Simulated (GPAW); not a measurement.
# TiO: single point from a typed occupation with PBEsol+U

TiO:

```
Ti O
1.0
     0.00000    2.46929    2.46929
     2.46929    0.00000    2.46929
     2.46929    2.46929    0.00000
Ti O
1 1
Direct
  0.00000 0.00000 0.00000
  0.25000 0.25000 0.25000
```

The cell comes from a database or a generator and needn't be the stable form of this composition.

* Program: GPAW 26.7.0
* Task: single point from a typed occupation
* Functional: PBEsol
* Potentials or basis: PAW data sets generated in the run's folder for this functional
* Cutoff: 600 eV
* Basis: pw
* k mesh: 7 × 7 × 7
* Occupations: gaussian, width 0.05 eV
* Spin: collinear spin, ferromagnetic start
* Starting moments: [2.0, 0.0] μB
* Hubbard terms: Ti d U = 1 eV
* Maxiter: 120
* start of the occupation matrix: atoms

The pressure is -27.1 GPa, the band gap on the k mesh is none (metal or under the smearing width) and the net moment is 0.86 μB per cell. The site moments are Ti +0.62; O -0.01 μB.

Levels at points of the mesh, in eV from the Fermi level:
Spin up:
```tsv
k point	band 5	band 6	band 7	band 8	band 9	band 10	band 11	band 12	band 13	band 14
(0.00, 0.00, 0.00)	-20.07	-6.06	-6.06	-6.06	-1.63	0.03	0.03	2.38	2.38	2.38
```
Spin down:
| k point | band 6 | band 7 | band 8 | band 9 | band 10 | band 11 | band 12 | band 13 |
| --- | --- | --- | --- | --- | --- | --- | --- | --- |
| (0.00, 0.00, 0.00) | -5.94 | -5.94 | -5.94 | -1.25 | 1.21 | 1.21 | 2.89 | 2.89 |

Eigenvalues of the final occupation matrices:
| site | spin | trace | eigenvalues |
| --- | --- | --- | --- |
| atom 1  | 1 | 1.43 | 0.26 0.26 0.26 0.32 0.32 |
| atom 1  | 2 | 0.60 | 0.04 0.04 0.17 0.17 0.17 |

Run time: 20 s on 1 thread of Arm Neoverse V2 (shared host), peak memory 0.15 GiB.

Caveat: the cutoff is short for stress and forces, so pressures can be off by a GPa or more. The state reached can hang on the start; a lower one may exist.
